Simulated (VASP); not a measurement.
Input of a VASP 6.6.1 run:

Contents of INCAR:

```
SYSTEM = Al
ALGO     = Normal         ! electronic algorithm
EDIFF    = 1E-6           ! SCF threshold, eV
EDIFFG   = -0.005         ! ionic threshold
ENCUT    = 600            ! plane-wave cutoff, eV
GGA      = PS             ! functional
IBRION   = 2              ! ionic algorithm
ISIF     = 3              ! what is computed and relaxed
ISMEAR   = 1              ! smearing method
LASPH    = .TRUE.         ! aspherical terms in the spheres
LCHARG   = .FALSE.        ! write CHGCAR
LREAL    = .FALSE.        ! projectors in reciprocal space
LWAVE    = .FALSE.        ! write WAVECAR
NELM     = 120            ! most SCF steps
NSW      = 40             ! ionic steps
PREC     = Accurate       ! precision mode
SIGMA    = 0.1            ! smearing width, eV
```

KPOINTS

```
k-points
0
G
  18 18 18
  0 0 0
```

Contents of POSCAR:

```
Al
1.0
    0.0000000000      2.0100000000      2.0100000000
    2.0100000000      0.0000000000      2.0100000000
    2.0100000000      2.0100000000      0.0000000000
Al
1
Direct
    0.0000000000      0.0000000000      0.0000000000
```

Potentials or basis: VASP PAW PBE potentials, release 64 (Al).

Launch:

```sh
$ cat potpaw_PBE.64/Al/POTCAR > POTCAR
$ mpirun -np 1 vasp_std > vasp.out
```

**Question.** What does it give for the relaxed cell?

**Answer.** a = 2.839 Å, b = 2.839 Å, c = 2.839 Å, α = 60.00°, β = 60.00°, γ = 60.00°.

**Question.** Predict the space group after relaxing (to 0.05 Å).

**Answer.** Fm-3m (No. 225).

Final structure:
```
CELL_PARAMETERS angstrom
0.00000 2.00779 2.00779
2.00779 0.00000 2.00779
2.00779 2.00779 0.00000
ATOMIC_POSITIONS crystal
Al 0.00000 0.00000 0.00000
```
